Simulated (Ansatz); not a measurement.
`CC(C)BO` and `CCC(C)C` differ in one atom or group.

Ansatz, PBE0-D4/def2-TZVP geometries, multiplicity 1. Each molecule was computed in one conformer, which needn't be the lowest.

```tsv
property	`CC(C)BO`
HOMO energy (PBE/def2-TZVPP) / eV	-6.63
HOMO energy (PBE0/def2-TZVPP) / eV	-8.02
HOMO–LUMO gap (ωB97M-V/def2-TZVPP) / eV	12.35
HOMO–LUMO gap (PBE/def2-TZVPP) / eV	5.75
HOMO–LUMO gap (B3LYP/def2-TZVPP) / eV	7.73
HOMO energy (B3LYP/def2-TZVPP) / eV	-7.85
```

Problem. What does the change do to each property? (Estimate.)

Solution. The calculation gave: 
| property | `CCC(C)C` | shift |
| --- | --- | --- |
| HOMO energy (PBE/def2-TZVPP) / eV | -7.42 | -0.79 |
| HOMO energy (PBE0/def2-TZVPP) / eV | -8.78 | -0.76 |
| HOMO–LUMO gap (ωB97M-V/def2-TZVPP) / eV | 13.74 | 1.39 |
| HOMO–LUMO gap (PBE/def2-TZVPP) / eV | 7.85 | 2.10 |
| HOMO–LUMO gap (B3LYP/def2-TZVPP) / eV | 9.49 | 1.76 |
| HOMO energy (B3LYP/def2-TZVPP) / eV | -8.60 | -0.75 |

With PBE0 the HOMO falls by 0.76 eV and the LUMO rises by 1.09 eV, so the gap widens by about 1.85 eV. PBE moves the HOMO by -0.79 eV and ωB97M-V by -0.76 eV.

B3LYP here is the variant with VWN-RPA as its local correlation; programs differ in this.

Positive LUMOs are unbound, so they and the gaps depend on the basis.
